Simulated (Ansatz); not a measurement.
input.yaml

```yaml
crystal:
  lattice:
    - [4.4244828254, 0.0, 0.0]
    - [-2.2122414127, 3.8317145254, 0.0]
    - [0.0, 0.0, 6.0099845247]
  atoms:
    - { symbol: Te, position: [0.2783619184, 0.0, 0.3333333333] }
    - { symbol: Te, position: [0.0, 0.2783619184, 0.6666666667] }
    - { symbol: Te, position: [0.7216380816, 0.7216380816, 0.0] }
basis:
  ecutwfc: 420
kpoints:
  mp_grid: { grid: [12, 12, 8] }
hamiltonian:
  xc: pbesol
scf:
  occupations: { method: gaussian, width: 0.1 }
output:
  forces: true
  stress: true
  eigenvalues: true
relax:
  adjacent_minimum: "off"
  f_tol: 0.01
  max_steps: 30
  cell: { stress_tol: 0.1, fix: [volume] }
```

Launched with
```bash
ansatz run input.yaml --threads 1 --pin off --max-ram 2560MiB --backend cpu --events-out ev --progress --plain --runs-dir out
```

The calculation used DFT PBEsol, scalar-relativistic, plane waves, PAW (Ansatz).

Abridged output:

```
Pseudopotentials: kind: paw
Pseudopotential: Te, paw, valence charge 16, recommended cutoff 420 eV (normal)
Functional definition: PBEsol
Crystal: 3 atoms, lattice volume = 101.889 Å³
Basis set: ecut = 420 eV, 2019 PW (Γ), exchange–correlation on 60×60×90 points (8 copies of the dense FFT grid, shifted against one another)
Bands: 29, of which v1, the nominal top of the filled ones, is band 24 counted from 1 (23 counted from 0)
Symmetry: 6 space group operations
Space group: P3121 (ITA 152), of the structure as read, at distance tolerance 4.7e-5 Å
k-points: 131 of 1152 (time reversal used)
Initial density: superposition of atomic densities (neutral atoms: chi_scale 0, normalization atom), corrected by the library's trained network
Initial wavefunctions: pseudopotential atomic-orbital guess
Functional: x = pbesol(κ = 0.804, μ = 0.12345679), c = pbesol(β = 0.046)
SCF iter   1: F=—  HF=-20704.506193 eV  |F-HF|=—  |Δ(HF+E_count)|=         —  Δρ=1.84e-3  dr2=2.64e-3  ethr=1.77e-3  ⟨swp⟩=7.0  Hψ=16925  notcnv=0
SCF iter   2: F=—  HF=-20704.502532 eV  |F-HF|=—  |Δ(HF+E_count)|=   3.66e-3  Δρ=1.13e-3  dr2=1.10e-3  ethr=5.49e-6  ⟨swp⟩=2.4  Hψ=6193  notcnv=0
SCF iter   3: F=—  HF=-20704.502671 eV  |F-HF|=—  |Δ(HF+E_count)|=   1.38e-4  Δρ=3.33e-4  dr2=1.21e-4  ethr=2.29e-6  ⟨swp⟩=2.0  Hψ=6834  notcnv=0
SCF iter   4: F=—  HF=-20704.502628 eV  |F-HF|=—  |Δ(HF+E_count)|=   4.25e-5  Δρ=1.79e-4  dr2=6.17e-5  ethr=2.52e-7  ⟨swp⟩=2.0  Hψ=6827  notcnv=0
SCF iter   5: F=—  HF=-20704.502656 eV  |F-HF|=—  |Δ(HF+E_count)|=   2.74e-5  Δρ=8.81e-5  dr2=1.28e-5  ethr=1.29e-7  ⟨swp⟩=2.0  Hψ=4271  notcnv=0
SCF iter   6: F=—  HF=-20704.502661 eV  |F-HF|=—  |Δ(HF+E_count)|=   5.43e-6  Δρ=2.02e-5  dr2=6.29e-7  ethr=2.66e-8  ⟨swp⟩=2.0  Hψ=4869  notcnv=0
SCF iter   7: F=-20704.502661 eV  HF=-20704.502661 eV  |F-HF|=2.36e-9  |Δ(HF+E_count)|=   4.03e-7  Δρ=5.60e-6  dr2=2.78e-8  ethr=2.08e-10  ⟨swp⟩=6.8  Hψ=17352  notcnv=0
SCF 1 converged in 7 iterations: F = -20704.502661 eV  dr2 = 2.78e-8
relax step   1: F+E_penalty+E_count = -20704.50266136 eV  Δ(F+E_penalty+E_count) = +0.000e0 eV  max|allowed force component| = 1.129e-1 eV/Å  Δτ_max = 0.0000 Å  P = -2.185 GPa  Ω = 101.889 Å³  fix = [volume]  reactions: volume -2.185 GPa (7 SCF iters, dr2 threshold 1.00e-7 eV, accepted)
Basis set: ecut = 420 eV, 1993 PW (Γ), exchange–correlation on 60×60×90 points (8 copies of the dense FFT grid, shifted against one another)
Initial density: handed on by an earlier stage of this run
Initial wavefunctions: those handed on with the density
SCF iter   1: F=—  HF=-20704.508472 eV  |F-HF|=—  |Δ(HF+E_count)|=         —  Δρ=8.11e-4  dr2=5.28e-4  ethr=1.18e-6  ⟨swp⟩=2.0  Hψ=21436  notcnv=0
SCF iter   2: F=—  HF=-20704.508386 eV  |F-HF|=—  |Δ(HF+E_count)|=   8.68e-5  Δρ=4.51e-4  dr2=1.59e-4  ethr=1.10e-6  ⟨swp⟩=1.0  Hψ=3799  notcnv=0
SCF iter   3: F=—  HF=-20704.508367 eV  |F-HF|=—  |Δ(HF+E_count)|=   1.89e-5  Δρ=5.15e-5  dr2=2.90e-6  ethr=3.31e-7  ⟨swp⟩=2.0  Hψ=4978  notcnv=0
SCF iter   4: F=—  HF=-20704.508366 eV  |F-HF|=—  |Δ(HF+E_count)|=   1.99e-7  Δρ=1.67e-5  dr2=3.14e-7  ethr=6.25e-10  ⟨swp⟩=7.7  Hψ=18630  notcnv=0
SCF iter   5: F=-20704.508367 eV  HF=-20704.508367 eV  |F-HF|=3.06e-9  |Δ(HF+E_count)|=   1.06e-7  Δρ=2.88e-6  dr2=9.89e-9  ethr=6.25e-10  ⟨swp⟩=5.5  Hψ=13320  notcnv=0
SCF 2 converged in 5 iterations: F = -20704.508367 eV  dr2 = 9.89e-9
relax step   2: F+E_penalty+E_count = -20704.50836658 eV  Δ(F+E_penalty+E_count) = -5.705e-3 eV  max|allowed force component| = 2.353e-2 eV/Å  Δτ_max = 0.0194 Å  P = -1.662 GPa  Ω = 101.889 Å³  fix = [volume]  reactions: volume -1.662 GPa (5 SCF iters, dr2 threshold 3.00e-7 eV, accepted)
SCF iter   1: F=—  HF=-20704.508721 eV  |F-HF|=—  |Δ(HF+E_count)|=         —  Δρ=2.40e-4  dr2=5.06e-5  ethr=1.75e-7  ⟨swp⟩=3.0  Hψ=20834  notcnv=0
SCF iter   2: F=—  HF=-20704.508721 eV  |F-HF|=—  |Δ(HF+E_count)|=   2.44e-7  Δρ=1.34e-4  dr2=1.56e-5  ethr=1.05e-7  ⟨swp⟩=1.0  Hψ=3799  notcnv=0
SCF iter   3: F=—  HF=-20704.508716 eV  |F-HF|=—  |Δ(HF+E_count)|=   5.03e-6  Δρ=1.97e-5  dr2=5.02e-7  ethr=3.26e-8  ⟨swp⟩=2.0  Hψ=4970  notcnv=0
SCF iter   4: F=—  HF=-20704.508715 eV  |F-HF|=—  |Δ(HF+E_count)|=   8.96e-8  Δρ=6.59e-6  dr2=4.90e-8  ethr=1.05e-9  ⟨swp⟩=2.0  Hψ=6943  notcnv=0
SCF iter   5: F=-20704.508715 eV  HF=-20704.508715 eV  |F-HF|=1.11e-9  |Δ(HF+E_count)|=   2.22e-8  Δρ=1.13e-6  dr2=1.42e-9  ethr=7.47e-11  ⟨swp⟩=6.1  Hψ=14941  notcnv=0
SCF 3 converged in 5 iterations: F = -20704.508715 eV  dr2 = 1.42e-9
relax step   3: F+E_penalty+E_count = -20704.50871545 eV  Δ(F+E_penalty+E_count) = -3.489e-4 eV  max|allowed force component| = 3.889e-3 eV/Å  Δτ_max = 0.0050 Å  P = -1.484 GPa  Ω = 101.889 Å³  energy of the carried Pulay correction = -2.942e-18 eV  fix = [volume]  reactions: volume -1.484 GPa (5 SCF iters, dr2 threshold 3.59e-8 eV, accepted)
Basis set: ecut = 420 eV, 1993 PW (Γ), exchange–correlation on 60×60×80 points (8 copies of the dense FFT grid, shifted against one another)
Initial wavefunctions: pseudopotential atomic-orbital guess (no wavefunctions were taken with the density)
SCF iter   1: F=—  HF=-20704.508684 eV  |F-HF|=—  |Δ(HF+E_count)|=         —  Δρ=5.59e-5  dr2=8.05e-8  ethr=2.83e-7  ⟨swp⟩=3.0  Hψ=26511  notcnv=0
SCF iter   2: F=—  HF=-20704.508703 eV  |F-HF|=—  |Δ(HF+E_count)|=   1.90e-5  Δρ=2.83e-5  dr2=2.08e-8  ethr=1.68e-10  ⟨swp⟩=2.7  Hψ=7222  notcnv=0
SCF iter   3: F=—  HF=-20704.508709 eV  |F-HF|=—  |Δ(HF+E_count)|=   5.54e-6  Δρ=8.97e-7  dr2=2.43e-10  ethr=4.33e-11  ⟨swp⟩=1.0  Hψ=3802  notcnv=0
SCF iter   4: F=-20704.508709 eV  HF=-20704.508709 eV  |F-HF|=7.64e-11  |Δ(HF+E_count)|=   3.45e-9  Δρ=2.38e-7  dr2=4.95e-11  ethr=1.00e-12  ⟨swp⟩=6.8  Hψ=15359  notcnv=0
SCF 4 converged in 4 iterations: F = -20704.508709 eV  dr2 = 4.95e-11
SCF converged after 4 iterations
Free energy (F): -20704.508709 eV
Harris-Foulkes:  -20704.508709 eV  (|F-HF|=7.64e-11)
Internal energy: -20704.508522 eV  (E = F + TS)
E sigma→0 (E₀):  -20704.508615 eV
Entropy (-TS):   -0.000187 eV (-0.062 meV/atom)
Fermi energy:    8.699817 eV
--- Per-component energies (eV) ---
  E_band       = -803.335651
  E_kinetic    = 540.608260
  E_local      = -3818.958942  (includes V_loc(G=0)·N_el)
  E_nonlocal   = -924.211030
  E_hartree    = 2424.789830
  E_xc         = -369.399144
  E_vxc        = -311.425475  (∫ρ·V_xc dr)
  E_paw        = -13752.969337  (= ΣΔE_a)
  E_vpaw       = -1138.927707  (= ΣTr[D̂ρ^β])
  E_aug_tail   = -0.000572  (compensation charges beyond the density's cutoff)
  E_ewald      = -4805.492032
  E_core_change = 1.124446  (= ΣΔE_core)
  E_smearing   = -0.000187  (= −TS)
--- Forces (eV/Å), atoms counted from 1 ---
  atom   1  Te     0.00390877     0.00000000     0.00000000
  atom   2  Te    -0.00195439     0.00338510     0.00000000
  atom   3  Te    -0.00195439    -0.00338510     0.00000000
--- Stress (GPa, compression-positive) ---
       -1.483508       0.000000       0.000000
        0.000000      -1.483508       0.000000
        0.000000       0.000000      -1.485615
  P = ⅓ Tr σ = -1.4842 GPa (-14.842 kbar)
--- Band table (eV; the first three rows and the last of 131) ---
  k-point 0: bands = ["-28.7054", "-28.7054", "-28.6612", "-28.6591", "-28.6591", "-28.5948", "-28.5278", "-28.5261", "-28.5261", "-28.4978", "-28.4949", "-28.4949", "-28.4714", "-28.4516", "-28.4516", "-4.9697", "-1.7171", "-1.7171", "5.6174", "5.9091", "5.9091", "6.9385", "6.9385", "7.7194", "9.6003", "9.6003", "10.1858", "13.5544", "13.5544"]
  k-point 1: bands = ["-28.7138", "-28.6955", "-28.6625", "-28.6617", "-28.6545", "-28.5977", "-28.5279", "-28.5275", "-28.5245", "-28.4977", "-28.4954", "-28.4947", "-28.4700", "-28.4525", "-28.4513", "-4.9139", "-2.4073", "-1.0137", "5.5885", "5.6485", "6.0964", "6.9972", "7.0076", "7.7229", "9.4777", "9.5119", "10.0197", "13.2541", "13.9957"]
  k-point 2: bands = ["-28.7202", "-28.6853", "-28.6650", "-28.6630", "-28.6484", "-28.6058", "-28.5284", "-28.5281", "-28.5228", "-28.4973", "-28.4960", "-28.4949", "-28.4663", "-28.4536", "-28.4520", "-4.7472", "-3.0472", "-0.3604", "5.2060", "5.7353", "6.1381", "7.1413", "7.1925", "7.7294", "9.2264", "9.3019", "9.6385", "12.9165", "14.0578"]
  k-point 130: bands = ["-28.7242", "-28.6680", "-28.6680", "-28.6638", "-28.6274", "-28.6274", "-28.5302", "-28.5302", "-28.5188", "-28.5016", "-28.4936", "-28.4936", "-28.4702", "-28.4702", "-28.4372", "-3.1176", "-3.1176", "-1.5782", "3.4652", "3.5807", "3.5807", "7.7151", "8.6177", "8.6177", "8.7464", "9.8334", "9.8334", "14.5058", "15.0169"]
--- Relaxed structure (3 steps of the walk, 3 accepted, 1 SCFs on fresh bases) ---
  F+E_penalty+E_count = -20704.50870888 eV   max|allowed force component| = 3.909e-3 eV/Å   (the final SCF, on the basis selected at the relaxed cell)
  cell:  # Å, volume = 101.8894 Å³
    - [4.44742448, 0.0, 0.0]
    - [-2.22371224, 3.85158258, 0.0]
    - [0.0, 0.0, 5.94814045]
  atoms:
    - { symbol: Te, position: [0.27283669, 0.0, 0.33333333] }
    - { symbol: Te, position: [0.0, 0.27283669, 0.66666666] }
    - { symbol: Te, position: [0.72716330, 0.72716330, 0.0] }
```

The relaxation met its thresholds.

The run took 4.9 min on 1 thread of AMD EPYC (Zen 3), on a shared host, peak memory 0.58 GiB.